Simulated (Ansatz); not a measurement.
# TaN (Fm-3m) in Ansatz: further runs

One crystal, TaN, is run at these levels: PBE, revPBE; tasks: single point, relaxation of cell and atoms.

All numbers are computed with Ansatz 0.2.0; they aren't measurements. Logs are shortened: lines on timing, memory, paths and dates and some standing lists are left out, and cuts for length are marked.

## (1) Starting point

Symmetry: Fm-3m, No. 225, cubic system. The conventional cell has a = 4.423 Å, b = 4.423 Å, c = 4.423 Å, α = 90.00°, β = 90.00°, γ = 90.00°. Around Ta (site symmetry m-3m) lie 6 N at 2.21 Å. Around N (site symmetry m-3m) lie 6 Ta at 2.21 Å.

The cell comes from a database or a generator and needn't be the stable form of this composition.

## (2) Single point, PBE

input.yaml reads:

```yaml
crystal:
  lattice:
    - [0.0, 2.211323, 2.211323]
    - [2.211323, 0.0, 2.211323]
    - [2.211323, 2.211323, 0.0]
  atoms:
    - { symbol: Ta, position: [0.5, 0.5, 0.5] }
    - { symbol: "N", position: [0.0, 0.0, 0.0] }
kpoints:
  mp_grid: { grid: [10, 10, 10] }
scf:
  occupations: { method: gaussian, width: 0.024 }
hamiltonian:
  xc: pbe
  pseudopotentials: { kind: all_electron, lapw: { basis_error: 0.001 } }
output:
  forces: true
  stress: true
  eigenvalues: true
```

Potentials or basis: all-electron LAPW, scalar-relativistic.

On the command line:

```sh
$ ansatz run input.yaml --threads 1 --pin off --max-ram 3072MiB --backend cpu --events-out ev --progress --plain --runs-dir out
```

What it wrote:

```text
Warning: RAYON_NUM_THREADS=1 ignored (pool sized by the plan → 1); use --threads N
LAPW: plane waves up to 9.655 Å⁻¹, error target 1.0e-3 eV per atom; small_component_spin mean_spin; N in spheres of 0.937 Å, 7 of its electrons in bands, Dirac shells []; Ta in spheres of 1.274 Å, 43 of its electrons in bands, Dirac shells [] (how accurate: hamiltonian.pseudopotentials.lapw.basis_error, Limitations)
Engine: ansatz 0.2.0, aarch64-unknown-linux-gnu
Pseudopotentials: kind: all_electron
Pseudopotential: Ta, LAPW, valence charge 43, lapw/all_electron/scalar/gaussian/Ta, Koelling and Harmon's equation, gaussian nucleus
Pseudopotential: N, LAPW, valence charge 7, lapw/all_electron/scalar/gaussian/N, Koelling and Harmon's equation, gaussian nucleus
Functional definition: PBE
  parameter kappa = 0.804
  parameter beta = 0.06672455060314922
  exchange = pbe_x(kappa = kappa, mu = beta*pi^2/3)
  correlation = pbe_c(beta = beta)
Crystal: 2 atoms, lattice volume = 21.627 Å³
Basis set: ecut = 355.16141137835154 eV, 331 PW (Γ), exchange–correlation at level 2
Bands: 30, of which v1, the nominal top of the filled ones, is band 25 counted from 1 (24 counted from 0)
Symmetry: 48 space group operations
Space group: Fm-3m (ITA 225), of the structure as read, at distance tolerance 2.8e-5 Å
k-points: 47 of 1000
Non-local potential: Ta, projectors of the file, none
Non-local potential: N, projectors of the file, none
Initial density: superposition of atomic densities (chi_scale 0.1, normalization cell, long waves kept (reshape's long-wave potential 0.00 eV rms))
Initial wavefunctions: plane waves of lowest kinetic energy (no species holds an atomic orbital)
Functional: x = pbe(κ = 0.804, μ = 0.2195149727645171), c = pbe(β = 0.06672455060314922)
iter 1 solved again at ethr=8.37e-3 eV; its pass at ethr=1.00e-1 eV (dr2=4.19e0 eV) is discarded
SCF iter   1: F=—  HF=-426062.677316 eV  |F-HF|=—  |Δ(HF+E_count)|=         —  Δρ=1.25e-1  dr2=4.18e0  ethr=8.37e-3  ⟨swp⟩=2.0  Hψ=8936  notcnv=0
preconditioner: auto → none  [insulator: Δε(μ)=0.066 eV  Ē_g=22.989 eV  σ=0.024 eV  W_gap=0.90  n_scr=14 (ndim 8)  ℏωp=43.7 eV  f_vac=0.000  D(μ)=0.55/eV (n_scr^D=0)  ε∞_Penn≈4.6]
SCF iter   2: F=—  HF=-426061.879005 eV  |F-HF|=—  |Δ(HF+E_count)|=   7.98e-1  Δρ=8.05e-2  dr2=1.55e0  ethr=8.37e-3  ⟨swp⟩=3.0  Hψ=4248  notcnv=0
iter 3 solved again at ethr=1.17e-4 eV; its pass at ethr=3.10e-3 eV (dr2=5.84e-2 eV) is discarded
SCF iter   3: F=—  HF=-426060.916974 eV  |F-HF|=—  |Δ(HF+E_count)|=   9.62e-1  Δρ=1.50e-2  dr2=5.85e-2  ethr=1.17e-4  ⟨swp⟩=2.0  Hψ=7241  notcnv=0
SCF iter   4: F=—  HF=-426060.915472 eV  |F-HF|=—  |Δ(HF+E_count)|=         —  Δρ=3.38e-3  dr2=2.85e-3  ethr=1.17e-4  ⟨swp⟩=2.0  Hψ=4465  notcnv=0
the basis was enlarged: its passes take 517.8 KiB over the memory plan, 1 of 1 planned eigensolver slots
SCF iter   5: F=—  HF=-426060.906508 eV  |F-HF|=—  |Δ(HF+E_count)|=   8.96e-3  Δρ=4.02e-3  dr2=4.42e-3  ethr=5.71e-6  ⟨swp⟩=2.0  Hψ=4239  notcnv=0
SCF iter   6: F=—  HF=-426060.904461 eV  |F-HF|=—  |Δ(HF+E_count)|=   2.05e-3  Δρ=3.31e-4  dr2=2.68e-5  ethr=5.71e-6  ⟨swp⟩=2.0  Hψ=4320  notcnv=0
SCF iter   7: F=—  HF=-426060.904454 eV  |F-HF|=—  |Δ(HF+E_count)|=   7.39e-6  Δρ=2.69e-5  dr2=3.55e-8  ethr=5.37e-8  ⟨swp⟩=2.0  Hψ=4239  notcnv=0
SCF iter   8: F=-426060.904454 eV  HF=-426060.904454 eV  |F-HF|=6.40e-10  |Δ(HF+E_count)|=   3.25e-7  Δρ=1.87e-6  dr2=2.39e-10  ethr=7.10e-11  ⟨swp⟩=3.0  Hψ=4482  notcnv=0
SCF 1 converged in 8 iterations: F = -426060.904454 eV  dr2 = 2.39e-10
SCF converged after 8 iterations
Free energy (F): -426060.904454 eV
Harris-Foulkes:  -426060.904454 eV  (|F-HF|=6.40e-10)
Internal energy: -426060.903883 eV  (E = F + TS)
E sigma→0 (E₀):  -426060.904169 eV
Entropy (-TS):   -0.000571 eV (-0.285 meV/atom)
Fermi energy:    26.555531 eV
--- Per-component energies (eV) ---
  E_band       = -4728.601295
  E_kinetic    = 475421.103416
  E_xc         = -8812.384886
  E_electrostatic = -892669.622414  (all electrons and nuclei)
  E_smearing   = -0.000571  (= −TS)
  E_closure    = 0.000000  (closes the sum)
  E_atoms      = -426041.112071  (free atoms, spherical and without spin; not in F)
  Σ components = -426060.904454   (vs F -426060.904454, Δ=0.00e0)
  Basis errors (estimates in eV, not in F): energy 3.4e-4 per atom: plane waves 3.0e-4 (1.7e-4 summed), levels above the bands 0.0e0, relativity 6.7e-8, radial functions 3.9e-5, core shells 4.9e-7; eigenvalues (radial functions only) 4.0e-6; not estimated: angular momenta, meshes, grids; target (lapw.basis_error) 1.0e-3; muffin-tin radii N 0.937 Å, Ta 1.274 Å
--- Forces (eV/Å), atoms counted from 1 ---
  atom   1  Ta     0.00000000    -0.00000000    -0.00000000
  atom   2  N     -0.00000000    -0.00000000     0.00000000
  max |Σ_I F_I| component: 1.53e-30 eV/Å
--- Stress (GPa, compression-positive) ---
       -1.207232       0.000000      -0.000000
        0.000000      -1.207232       0.000000
       -0.000000       0.000000      -1.207232
  P = ⅓ Tr σ = -1.2072 GPa (-12.072 kbar)
--- Band table (eV; the first three rows and the last of 47) ---
  k-point 0: bands = ["-370.3196", "-370.3196", "-370.3196", "-352.0035", "-191.8907", "-191.8907", "-191.8634", "-191.8634", "-191.8634", "-43.0106", "-9.2653", "-9.2653", "-9.2653", "5.1976", "5.1976", "5.1976", "5.2364", "5.2664", "5.2664", "5.2664", "7.8025", "22.7452", "22.7452", "22.7452", "24.4437", "24.4437", "24.4437", "26.5685", "26.5685", "27.8690"]
  k-point 1: bands = ["-370.3196", "-370.3196", "-370.3196", "-352.0035", "-191.8907", "-191.8907", "-191.8634", "-191.8634", "-191.8634", "-43.0056", "-9.3472", "-9.2729", "-9.2729", "5.1933", "5.2009", "5.2009", "5.2389", "5.2629", "5.2629", "5.2666", "8.0366", "21.6519", "22.0157", "22.0157", "24.7949", "24.7949", "24.8604", "27.4633", "27.4633", "28.5745"]
  k-point 2: bands = ["-370.3196", "-370.3196", "-370.3196", "-352.0035", "-191.8907", "-191.8907", "-191.8634", "-191.8634", "-191.8634", "-42.9927", "-9.5559", "-9.2926", "-9.2926", "5.1832", "5.2095", "5.2095", "5.2458", "5.2539", "5.2539", "5.2670", "8.6754", "19.8404", "20.8449", "20.8449", "25.3913", "25.5923", "25.5923", "29.3083", "29.3083", "30.0332"]
  k-point 46: bands = ["-370.3196", "-370.3196", "-370.3196", "-352.0035", "-191.8907", "-191.8907", "-191.8634", "-191.8634", "-191.8634", "-42.9417", "-9.8073", "-9.6792", "-9.5539", "5.2130", "5.2252", "5.2263", "5.2315", "5.2344", "5.2350", "5.2728", "9.6226", "19.3853", "19.7647", "19.8937", "25.2185", "27.4082", "29.9697", "30.2354", "31.0643", "35.6624"]
```

It took 11 s on 1 thread of Arm Neoverse V2, shared host; peak memory 0.33 GiB.

What came out:

```yaml
Free_energy: -426060.9045 eV
Pressure: -1.2 GPa
Band_gap_on_the_k_mesh: none (metal or under the smearing width)
```

## (3) Relaxation of cell and atoms, PBE

Edit input.yaml of step 2 so:

```diff
@@ -11,3 +11,3 @@
 scf:
-  occupations: { method: gaussian, width: 0.024 }
+  occupations: { method: fermi_dirac, width: 0.05 }
 hamiltonian:
@@ -18,2 +18,5 @@
   stress: true
-  eigenvalues: true
+relax:
+  f_tol: 0.01
+  max_steps: 60
+  cell: {}
```

Potentials or basis: all-electron LAPW, scalar-relativistic.

On the command line:

```sh
$ ansatz run input.yaml --threads 1 --pin off --max-ram 3072MiB --backend cpu --events-out ev --progress --plain --runs-dir out
```

Run time: 29 s. Hardware: 1 thread of Arm Neoverse V2, shared host; peak memory 0.35 GiB.

It converged, with:

```
Free energy                            : -426060.9078 eV
Relaxed volume                         : 10.77 Å³/atom
Relaxed cell                           : a = 3.123 Å, b = 3.123 Å, c = 3.123 Å, α = 60.00°, β = 60.00°, γ = 60.00°
Space group after relaxing (to 0.05 Å) : Fm-3m (No. 225)
Energy gained by relaxing              : 0.1 meV/atom
Ionic steps                            : 4
Pressure after relaxing                : 0.0 GPa
```

Step by step:
```tsv
step	energy change (eV)	largest force (eV/Å)	volume (Å³)
1	0.0000	0.0000	21.63
2	-0.0002	0.0000	21.52
3	-0.0003	0.0000	21.55
4	-0.0003	0.0000	21.55
```

Final structure:
```
Ta N
1.0
     0.00000    2.20864    2.20864
     2.20864    0.00000    2.20864
     2.20864    2.20864    0.00000
Ta N
1 1
Direct
  0.50000 0.50000 0.50000
  0.00000 0.00000 0.00000
```

## (4) Relaxation of cell and atoms, revPBE

Edit input.yaml of step 3 so:

```diff
@@ -13,3 +13,3 @@
 hamiltonian:
-  xc: pbe
+  xc: revpbe
   pseudopotentials: { kind: all_electron, lapw: { basis_error: 0.001 } }
@@ -19,3 +19,3 @@
 relax:
-  f_tol: 0.01
+  f_tol: 0.005
   max_steps: 60
```

On the command line:

```sh
$ ansatz run input.yaml --threads 1 --pin off --max-ram 3072MiB --backend cpu --events-out ev --progress --plain --runs-dir out
```

Run time: 31 s. Hardware: 1 thread of Arm Neoverse V2, shared host; peak memory 0.35 GiB.

The run converged. Its results:

| Property | Result |
| --- | --- |
| Free energy | -426070.8386 eV |
| Relaxed volume | 10.89 Å³/atom |
| Relaxed cell | a = 3.134 Å, b = 3.134 Å, c = 3.134 Å, α = 60.00°, β = 60.00°, γ = 60.00° |
| Space group after relaxing (to 0.05 Å) | Fm-3m (No. 225) |
| Energy gained by relaxing | 0.5 meV/atom |
| Ionic steps | 4 |
| Pressure after relaxing | 0.0 GPa |

The path:
| step | energy change (eV) | largest force (eV/Å) | volume (Å³) |
| --- | --- | --- | --- |
| 1 | 0.0000 | 0.0000 | 21.63 |
| 2 | -0.0008 | 0.0000 | 21.83 |
| 3 | -0.0010 | 0.0000 | 21.77 |
| 4 | -0.0010 | 0.0000 | 21.77 |

Final structure:
```xyz
2
Lattice="0.0000 2.2163 2.2163 2.2163 0.0000 2.2163 2.2163 2.2163 0.0000" Properties=species:S:1:pos:R:3 pbc="T T T"
Ta    2.2163    2.2163    2.2163
N     0.0000    0.0000    0.0000
```

Spin-orbit coupling is left out, which matters for the levels of Ta.

## (5) The runs side by side

| task | level | cell | cutoff (eV) | smearing | pressure (GPa) | relaxed volume (Å³/atom) |
| --- | --- | --- | --- | --- | --- | --- |
| single point | PBE | as given | 355 | gaussian 0.024 eV | -1.2 | - |
| relaxation of cell and atoms | PBE | relaxed | - | fermi-dirac 0.05 eV | 0.0 | 10.77 |
| relaxation of cell and atoms | revPBE | relaxed | - | fermi-dirac 0.05 eV | 0.0 | 10.89 |

Alike in all rows: potentials or basis all-electron LAPW, scalar-relativistic; no spin polarisation; k mesh 10 × 10 × 10; basis error allowed 0.001 eV/atom.

Compare energies only between runs with the same functional and basis.
